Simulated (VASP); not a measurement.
# Au (P6_3/mmc) in VASP: a series of runs

The runs below take Au through band structure, density of states, with revTPSS, rev-vdW-DF2, RPBE+D3, r2SCAN+D3(BJ).

Everything below comes from runs of VASP 6.6.1. Logs are shortened: lines on timing, memory, paths and dates and some standing lists are left out, and cuts for length are marked.

## Step 1: The crystal as given

It takes space group P6_3/mmc (No. 194, hexagonal). The conventional cell has a = 2.900 Å, b = 2.900 Å, c = 4.880 Å, α = 90.00°, β = 90.00°, γ = 120.00°. Au (site symmetry -6m2) is surrounded by 12 Au at 2.90 to 2.96 Å.

This isn't the form of Au at room conditions, which is fcc.

## Step 2: Band structure, revTPSS

INCAR reads:

```
SYSTEM = Au
  PREC = Accurate
  ENCUT = 520
  EDIFF = 1E-6
  ISMEAR = 0
  SIGMA = 0.1
  LREAL = .False.
  LASPH = .True.
  NELM = 80
  ALGO = Normal
  ISIF = 2
  LWAVE = .False.
  LCHARG = .False.
  LMAXMIX = 4
  METAGGA = RTPSS
  LMIXTAU = .True.
  NELECT = 22.02
```

KPOINTS reads:

```
Automatic mesh
0
Gamma
  9 9 5
  0 0 0
```

POSCAR reads:

```
Au
1.0
    2.9000000000      0.0000000000      0.0000000000
   -1.4500000000      2.5114736710      0.0000000000
    0.0000000000      0.0000000000      4.8800000000
Au
2
Direct
    0.6666666667      0.3333333333      0.2500000000
    0.3333333333      0.6666666667      0.7500000000
```

KPOINTS_OPT reads:

```
path GMKGALHA,LM,KH
20
line-mode
reciprocal
 0.0000000000  0.0000000000  0.0000000000  G
 0.5000000000  0.0000000000  0.0000000000  M

 0.5000000000  0.0000000000  0.0000000000  M
 0.3333333333  0.3333333333  0.0000000000  K

 0.3333333333  0.3333333333  0.0000000000  K
 0.0000000000  0.0000000000  0.0000000000  G

 0.0000000000  0.0000000000  0.0000000000  G
 0.0000000000  0.0000000000  0.5000000000  A

 0.0000000000  0.0000000000  0.5000000000  A
 0.5000000000  0.0000000000  0.5000000000  L

 0.5000000000  0.0000000000  0.5000000000  L
 0.3333333333  0.3333333333  0.5000000000  H

 0.3333333333  0.3333333333  0.5000000000  H
 0.0000000000  0.0000000000  0.5000000000  A

 0.5000000000  0.0000000000  0.5000000000  L
 0.5000000000  0.0000000000  0.0000000000  M

 0.3333333333  0.3333333333  0.0000000000  K
 0.3333333333  0.3333333333  0.5000000000  H
```

Potentials or basis: VASP PAW PBE potentials, release 64 (Au).

Run with:

```console
> cat potpaw_PBE.64/Au/POTCAR > POTCAR
> mpirun -np 1 vasp_std > vasp.out
```

OUTCAR:

```text
SYSTEM = Au
   PREC = Accurate
   ENCUT = 520
   EDIFF = 1E-6
   ISMEAR = 0
   LREAL = .False.
   LASPH = .True.
   NELM = 80
   ISIF = 2
   METAGGA = RTPSS
   NELECT = 22.02

 ion  position               nearest neighbor table
   1  0.667  0.333  0.250-   2 2.96   2 2.96   2 2.96   2 2.96   2 2.96   2 2.96
   2  0.333  0.667  0.750-   1 2.96   1 2.96   1 2.96   1 2.96   1 2.96   1 2.96

  LATTYP: Found a hexagonal cell.
 ALAT       =     2.9000000000
 C/A-ratio  =     1.6827586207

  Lattice vectors:

 A1 = (   2.9000000000,   0.0000000000,   0.0000000000)
 A2 = (  -1.4500000000,   2.5114736710,   0.0000000000)
 A3 = (   0.0000000000,   0.0000000000,   4.8800000000)

Analysis of symmetry for initial positions (statically):
=====================================================================
 Subroutine PRICEL returns:
 Original cell was already a primitive cell.

 Routine SETGRP: Setting up the symmetry group for a
 hexagonal supercell.

 Subroutine GETGRP returns: Found 24 space group operations
 (whereof 12 operations were pure point group operations)
 out of a pool of 24 trial point group operations.

The static configuration has the point symmetry D_3d.
 The point group associated with its full space group is D_6h.

Analysis of symmetry for dynamics (positions and initial velocities):
=====================================================================
 Subroutine PRICEL returns:
 Original cell was already a primitive cell.

 Routine SETGRP: Setting up the symmetry group for a
 hexagonal supercell.

 Subroutine GETGRP returns: Found 24 space group operations
 (whereof 12 operations were pure point group operations)
 out of a pool of 24 trial point group operations.

The dynamic configuration has the point symmetry D_3d.
 The point group associated with its full space group is D_6h.

 Subroutine INISYM returns: Found 24 space group operations
 (whereof 12 operations are pure point group operations),
 and found     1 'primitive' translations

----------------------------------------------------------------------------------------

                                     Primitive cell

  volume of cell :      35.5424

  direct lattice vectors                    reciprocal lattice vectors
     2.900000000  0.000000000  0.000000000     0.344827586  0.199086300  0.000000000
    -1.450000000  2.511473671  0.000000000     0.000000000  0.398172599  0.000000000
     0.000000000  0.000000000  4.880000000     0.000000000  0.000000000  0.204918033

  length of vectors
     2.900000000  2.900000000  4.880000000     0.398172599  0.398172599  0.204918033

  position of ions in fractional coordinates (direct lattice)
     0.666666667  0.333333333  0.250000000
     0.333333333  0.666666667  0.750000000

  ion indices of the primitive-cell ions
   primitive index   ion index
                 1           1
                 2           2

----------------------------------------------------------------------------------------

 KPOINTS: Automatic mesh

Automatic generation of k-mesh.
 Grid dimensions read from file:
 generate k-points for:    9    9    5

 Generating k-lattice:

  Cartesian coordinates                     Fractional coordinates (reciprocal lattice)
     0.038314176  0.022120700  0.000000000     0.111111111  0.000000000  0.000000000
     0.000000000  0.044241400  0.000000000     0.000000000  0.111111111  0.000000000
     0.000000000  0.000000000  0.040983607     0.000000000  0.000000000  0.200000000

  Length of vectors
     0.044241400  0.044241400  0.040983607

  Shift w.r.t. Gamma in fractional coordinates (k-lattice)
     0.000000000  0.000000000  0.000000000

 Subroutine IBZKPT returns following result:
 ===========================================

 Found     36 irreducible k-points:

 Following reciprocal coordinates:
            Coordinates               Weight
  0.000000  0.000000  0.000000      1.000000
  0.111111  0.000000  0.000000      6.000000
  0.222222 -0.000000  0.000000      6.000000
  0.333333  0.000000  0.000000      6.000000
  0.444444 -0.000000  0.000000      6.000000
  0.111111  0.111111  0.000000      6.000000
[... 16 lines left out ...]
  0.333333  0.222222  0.200000     24.000000
  0.333333  0.333333  0.200000      4.000000
 [... further k-points ...]
   k-points           NKPTS =     36   k-points in BZ     NKDIM =     36   number of bands    NBANDS=     15
   number of dos      NEDOS =    301   number of ions     NIONS =      2
   total plane-waves  NPLWV =  20736
   dimension x,y,z NGX =    24 NGY =   24 NGZ =   36
   dimension x,y,z NGXF=    48 NGYF=   48 NGZF=   72
   ions per type =               2
   NGX,Y,Z   is equivalent  to a cutoff of  13.76, 13.76, 12.26 a.u.
   NGXF,Y,Z  is equivalent  to a cutoff of  27.52, 27.52, 24.53 a.u.
 SYSTEM =  Au
   PREC   = accura    normal or accurate (medium, high low for compatibility)
   ISTART =      0    job   : 0-new  1-cont  2-samecut
   ICHARG =      2    charge: 1-file 2-atom 10-const
   ISPIN  =      1    spin polarized calculation?
   LNONCOLLINEAR =      F non collinear calculations
   LSORBIT =      F    spin-orbit coupling
   LASPH  =      T    aspherical Exc in radial PAW
   ENCUT  =  520.0 eV  38.22 Ry    6.18 a.u.   5.39  5.39  9.07*2*pi/ulx,y,z
   NELM   =     80;   NELMIN=  2; NELMDL= -5     # of ELM steps
   EDIFF  = 0.1E-05   stopping-criterion for ELM
   LREAL  =      F    real-space projection
   EDIFFG = 0.1E-04   stopping-criterion for IOM
   NSW    =      0    number of steps for IOM
   IBRION =     -1    ionic relax: 0-MD 1-quasi-New 2-CG
   NFREE  =      0    steps in history (QN), initial steepest desc. (CG)
   ISIF   =      2    stress and relaxation
   ISYM   =      2    0-nonsym 1-usesym 2-fastsym
   POTIM  = 0.5000    time-step for ionic-motion
   TEBEG  =    0.0;   TEEND  =   0.0 temperature during run
   PSTRESS=    0.0 pullay stress
   NELECT =      22.0200    total number of electrons
   NUPDOWN=      -1.0000    fix difference up-down
   EMIN   =  10.00;   EMAX   =-10.00  energy-range for DOS
   EFERMI =   0.00;   METHOD = LEGACY
   ISMEAR =     0;   SIGMA  =   0.10  broadening in eV -4-tet -1-fermi 0-gaus
   EFERMI_NEDOS =   21; number of points for ismear=-14 and -15
   IALGO  =     38    algorithm
   IMIX   =      4    mixing-type and parameters
     AMIX     =   0.40;   BMIX     =  1.00
     AMIX_MAG =   1.60;   BMIX_MAG =  1.00
  volume/ion in A,a.u.               =      17.77       119.93
  Fermi-wavevector in a.u.,A,eV,Ry     =   1.395613  2.637327 26.500566  1.947737
  Thomas-Fermi vector in A             =   2.519048
   LORBIT       =      0    0 simple, 1 ext, 2 COOP (PROOUT), +10 PAW based schemes
   METAGGA = RTPSS    functional components
   LHFCALC =     F    Hartree Fock is set to
   AEXX    =    0.0000 exact exchange contribution
   IVDW    =     0    specifies the selected vdW correction
   LEPSILON=     F    determine dielectric tensor
   LRPA    =     F    only Hartree local field effects (RPA)
 non-spin polarized calculation
 Gauss-broadening in eV      SIGMA  =   0.10
  energy-cutoff  :      520.00
  volume of cell :       35.54
 maximum number of plane-waves:       984
 NGX is ok and might be reduce to    24
   NGX = 11   NGY = 11   NGZ = 19

 number of electron      22.0200001 magnetization

 Free energy of the ion-electron system (eV)
  ---------------------------------------------------
  ext. energy  EPLUGINS =         0.00000000
  ---------------------------------------------------
  free energy    TOTEN  =        76.56132978 eV

  energy without entropy =       76.56267622  energy(sigma->0) =       76.56200300

 E-fermi :   8.7779     XC(G=0): -12.7720

 val. band max:        8.5223374289   @ k =   0.1111   0.1111   0.2000
 cond. band min:       8.8246266775   @ k =   0.2222  -0.0000   0.2000
 fundamental gap:      0.3022892487
 Fermi energy:         8.7778839449

 k-point     1 :       0.0000    0.0000    0.0000
  band No.  band energies     occupation
      1      -0.7881      2.00000
      2       1.6022      2.00000
      3       3.9833      2.00000
      4       4.2521      2.00000
      5       4.2521      2.00000
      6       4.5449      2.00000
      7       4.5449      2.00000
      8       5.2016      2.00000
      9       5.2016      2.00000
     10       6.4642      2.00000
     11       6.4642      2.00000
     12       7.6012      2.00000
     13      11.1938      0.00000
     14      23.1426      0.00000
     15      24.2828      0.00000

 k-point     2 :       0.1111    0.0000    0.0000
  band No.  band energies     occupation
      1      -0.4133      2.00000
      2       1.9011      2.00000
      3       3.8546      2.00000
      4       4.3310      2.00000
      5       4.4623      2.00000
      6       4.4977      2.00000
      7       4.7738      2.00000
      8       4.8818      2.00000
      9       5.0602      2.00000
     10       5.5221      2.00000
     11       6.5192      2.00000
     12       9.0532      0.00010
     13      11.2027      0.00000
     14      22.8561      0.00000
     15      24.4959      0.00000

 k-point     3 :       0.2222   -0.0000    0.0000
  band No.  band energies     occupation
      1       0.5939      2.00000
      2       2.4564      2.00000
      3       3.7168      2.00000
      4       3.8854      2.00000
      5       4.1177      2.00000
      6       4.7559      2.00000
      7       4.9626      2.00000
      8       4.9906      2.00000
      9       5.1713      2.00000
     10       5.3964      2.00000
     11       6.6076      2.00000
     12      11.1986      0.00000
     13      11.3159      0.00000
     14      19.2366      0.00000
     15      22.7218      0.00000

 k-point     4 :       0.3333    0.0000    0.0000
  band No.  band energies     occupation
      1       1.6859      2.00000
      2       2.3831      2.00000
      3       3.0600      2.00000
      4       4.0996      2.00000
      5       4.3949      2.00000
      6       4.4636      2.00000
      7       4.6411      2.00000
      8       6.0494      2.00000
      9       6.0919      2.00000
     10       6.2082      2.00000
     11       6.6594      2.00000
     12      11.8908      0.00000
     13      13.4709      0.00000
     14      15.0995      0.00000
     15      20.5249      0.00000
[... 307 lines left out ...]
 k-point    22 :       0.2222    0.2222    0.2000
  band No.  band energies     occupation
      1       2.4889      2.00000
      2       2.8181      2.00000
      3       3.2564      2.00000
      4       3.4489      2.00000
      5       4.2409      2.00000
      6       4.3595      2.00000
      7       4.5676      2.00000
      8       5.5745      2.00000
      9       6.1157      2.00000
     10       6.7220      2.00000
     11       7.7511      2.00000
     12      11.1832      0.00000
     13      14.6943      0.00000
     14      16.3437      0.00000
     15      17.2555      0.00000

 k-point    23 :       0.3333    0.2222    0.2000
  band No.  band energies     occupation
      1       2.5498      2.00000
      2       3.0139      2.00000
      3       3.2074      2.00000
      4       3.5292      2.00000
      5       4.0223      2.00000
      6       4.6340      2.00000
      7       4.9703      2.00000
      8       5.9816      2.00000
      9       6.0991      2.00000
     10       6.7345      2.00000
     11       9.5890      0.00000
     12      12.0468      0.00000
     13      13.3913      0.00000
     14      14.8878      0.00000
     15      16.7390      0.00000

 k-point    24 :       0.3333    0.3333    0.2000
  band No.  band energies     occupation
      1       2.8896      2.00000
      2       3.1542      2.00000
      3       3.1542      2.00000
      4       3.7555      2.00000
      5       4.1538      2.00000
      6       4.1538      2.00000
      7       4.9988      2.00000
      8       5.9077      2.00000
      9       6.3352      2.00000
     10       6.3352      2.00000
     11      11.3262      0.00000
     12      11.3262      0.00000
     13      12.9636      0.00000
     14      16.0793      0.00000
     15      16.0793      0.00000

 [... further k-points ...]

------------------------ aborting loop because EDIFF is reached ----------------------------------------

  FORCE on cell =-STRESS in cart. coord.  units (eV):
  Direction    XX          YY          ZZ          XY          YZ          ZX
  --------------------------------------------------------------------------------------
  -------------------------------------------------------------------------------------
  Total       -1.1100370     -1.1100370     -1.2446648      0.0000000      0.0000000     -0.0000000
  in kB      -50.0381889    -50.0381889    -56.1069337      0.0000000      0.0000000     -0.0000000
  external PRESSURE =     -52.0611038 kB  Pullay stress =       0.0000000 kB

 VOLUME and BASIS-vectors are now :
 -----------------------------------------------------------------------------
  energy-cutoff  :      520.00
  volume of cell :       35.54
      direct lattice vectors                 reciprocal lattice vectors
     2.900000000  0.000000000  0.000000000     0.344827586  0.199086300  0.000000000
    -1.450000000  2.511473671  0.000000000     0.000000000  0.398172599  0.000000000
     0.000000000  0.000000000  4.880000000     0.000000000  0.000000000  0.204918033

 POSITION                                       TOTAL-FORCE (eV/Angst)
 -----------------------------------------------------------------------------------
      1.45000      0.83716      1.22000         0.000000     -0.000000      0.000000
     -0.00000      1.67432      3.66000        -0.000000      0.000000      0.000000
 -----------------------------------------------------------------------------------
    total drift:                                0.000000     -0.000000      0.000000

  FREE ENERGIE OF THE ION-ELECTRON SYSTEM (eV)
  ---------------------------------------------------
  free  energy   TOTEN  =        76.5613297783 eV

  energy  without entropy=       76.5626762231  energy(sigma->0) =       76.56200300
```

It took 8.4 min on 1 thread of AMD EPYC 7R43 (Zen 3), shared host; peak memory 0.14 GiB.

These settings aren't checked as converged (typed here: k = 9 × 9 × 5; NELECT = 22.02): the numbers below hold their error.

What came out:

| Property | Result |
| --- | --- |
| Free energy | 76.5613 eV |
| Band gap along the path | none (metal or under the smearing width) |

Caveat: the cell is charged against a uniform background, so pressure and absolute levels hang on convention; the PAW data sets were made with another functional, which shifts forces and pressure a little; spin-orbit coupling is left out, which moves the levels of the heavy elements.

## Step 3: Band structure, rev-vdW-DF2

POSCAR reads:

```
Au
1.0
    2.9000000000      0.0000000000      0.0000000000
   -1.4500000000      2.5114736710      0.0000000000
    0.0000000000      0.0000000000      4.8800000000
Au
2
Cartesian
    1.4500000001      0.8371578902      1.2200000000
   -0.0000000001      1.6743157808      3.6600000000
```

INCAR.step1 reads:

```
SYSTEM = Au
PREC = Accurate
ENCUT = 520
EDIFF = 1E-6
ISMEAR = -1
SIGMA = 0.05
LREAL = .False.
LASPH = .True.
NELM = 100
ALGO = Normal
ISIF = 2
LWAVE = .False.
LCHARG = .True.
LMAXMIX = 4
GGA = MK
LUSE_VDW = .True.
AGGAC = 0.0
PARAM1 = 0.1234
PARAM2 = 0.711357
ZAB_VDW = -1.8867
NBANDS = 18
```

KPOINTS.step1 reads:

```
Automatic mesh
0
Gamma
  11 11 6
  0 0 0
```

INCAR.step2 reads:

```
SYSTEM = Au
PREC = Accurate
ENCUT = 520
EDIFF = 1E-6
ISMEAR = 0
SIGMA = 0.05
LREAL = .False.
LASPH = .True.
NELM = 100
ALGO = Normal
ISIF = 2
LWAVE = .False.
LCHARG = .False.
LMAXMIX = 4
GGA = MK
LUSE_VDW = .True.
AGGAC = 0.0
PARAM1 = 0.1234
PARAM2 = 0.711357
ZAB_VDW = -1.8867
NBANDS = 18
ICHARG = 11
```

KPOINTS.step2 reads:

```
path GMKGALHA,LM,KH
20
line-mode
reciprocal
 0.0000000000  0.0000000000  0.0000000000  G
 0.5000000000  0.0000000000  0.0000000000  M

 0.5000000000  0.0000000000  0.0000000000  M
 0.3333333333  0.3333333333  0.0000000000  K

 0.3333333333  0.3333333333  0.0000000000  K
 0.0000000000  0.0000000000  0.0000000000  G

 0.0000000000  0.0000000000  0.0000000000  G
 0.0000000000  0.0000000000  0.5000000000  A

 0.0000000000  0.0000000000  0.5000000000  A
 0.5000000000  0.0000000000  0.5000000000  L

 0.5000000000  0.0000000000  0.5000000000  L
 0.3333333333  0.3333333333  0.5000000000  H

 0.3333333333  0.3333333333  0.5000000000  H
 0.0000000000  0.0000000000  0.5000000000  A

 0.5000000000  0.0000000000  0.5000000000  L
 0.5000000000  0.0000000000  0.0000000000  M

 0.3333333333  0.3333333333  0.0000000000  K
 0.3333333333  0.3333333333  0.5000000000  H
```

Potentials or basis: VASP PAW PBE potentials, release 64 (Au).

Run with:

```console
> cat potpaw_PBE.64/Au/POTCAR > POTCAR
> cp INCAR.step1 INCAR
> cp KPOINTS.step1 KPOINTS
> mpirun -np 1 vasp_std > vasp.out
> cp INCAR.step2 INCAR
> cp KPOINTS.step2 KPOINTS
> mpirun -np 1 vasp_std > vasp.out
```

Run time: 3.2 min. Hardware: 1 thread of AMD EPYC 7R43 (Zen 3), shared host; peak memory 0.34 GiB.

The run converged. Its results:

```yaml
Band_gap_along_the_path: none (metal or under the smearing width)
```

Levels at the corners of the path, in eV from the Fermi level:
| point | band 6 | band 7 | band 8 | band 9 | band 10 | band 11 | band 12 | band 13 | band 14 | band 15 |
| --- | --- | --- | --- | --- | --- | --- | --- | --- | --- | --- |
| Γ | -4.05 | -4.05 | -3.39 | -3.39 | -2.12 | -2.12 | -0.90 | 2.44 | 14.77 | 15.75 |
| M | -3.91 | -3.48 | -1.91 | -1.82 | -1.65 | 0.41 | 1.51 | 5.64 | 7.02 | 7.17 |
| M | -3.91 | -3.48 | -1.91 | -1.82 | -1.65 | 0.41 | 1.51 | 5.64 | 7.02 | 7.17 |
| K | -4.46 | -3.55 | -2.38 | -2.38 | -2.31 | 2.26 | 2.26 | 3.88 | 9.40 | 9.55 |
| K | -4.46 | -3.55 | -2.38 | -2.38 | -2.31 | 2.26 | 2.26 | 3.88 | 9.40 | 9.55 |
| Γ | -4.05 | -4.05 | -3.39 | -3.39 | -2.12 | -2.12 | -0.90 | 2.44 | 14.77 | 15.75 |
| Γ | -4.05 | -4.05 | -3.39 | -3.39 | -2.12 | -2.12 | -0.90 | 2.44 | 14.77 | 15.75 |
| A | -4.37 | -4.37 | -4.37 | -2.55 | -2.55 | -2.55 | -2.55 | 10.35 | 10.35 | 15.03 |
| A | -4.37 | -4.37 | -4.37 | -2.55 | -2.55 | -2.55 | -2.55 | 10.35 | 10.35 | 15.03 |
| L | -3.28 | -2.32 | -2.32 | -1.72 | -1.72 | 0.60 | 0.60 | 3.75 | 3.75 | 13.05 |
| L | -3.28 | -2.32 | -2.32 | -1.72 | -1.72 | 0.60 | 0.60 | 3.75 | 3.75 | 13.05 |
| H | -4.35 | -3.53 | -3.53 | -2.07 | -2.07 | 4.06 | 4.06 | 4.58 | 4.58 | 6.44 |
| H | -4.35 | -3.53 | -3.53 | -2.07 | -2.07 | 4.06 | 4.06 | 4.58 | 4.58 | 6.44 |
| A | -4.37 | -4.37 | -4.37 | -2.55 | -2.55 | -2.55 | -2.55 | 10.35 | 10.35 | 15.03 |
| L | -3.28 | -2.32 | -2.32 | -1.72 | -1.72 | 0.60 | 0.60 | 3.75 | 3.75 | 13.05 |
| M | -3.91 | -3.48 | -1.91 | -1.82 | -1.65 | 0.41 | 1.51 | 5.64 | 7.02 | 7.17 |
| K | -4.46 | -3.55 | -2.38 | -2.38 | -2.31 | 2.26 | 2.26 | 3.88 | 9.40 | 9.55 |
| H | -4.35 | -3.53 | -3.53 | -2.07 | -2.07 | 4.06 | 4.06 | 4.58 | 4.58 | 6.44 |

Caveat: the log is that of the step along the path at fixed density, whose energy, stress, charges and moments have no meaning; the PAW data sets were made with another functional, which shifts forces and pressure a little; spin-orbit coupling is left out, which moves the levels of the heavy elements.

(Part 1 of 2 ends here.)
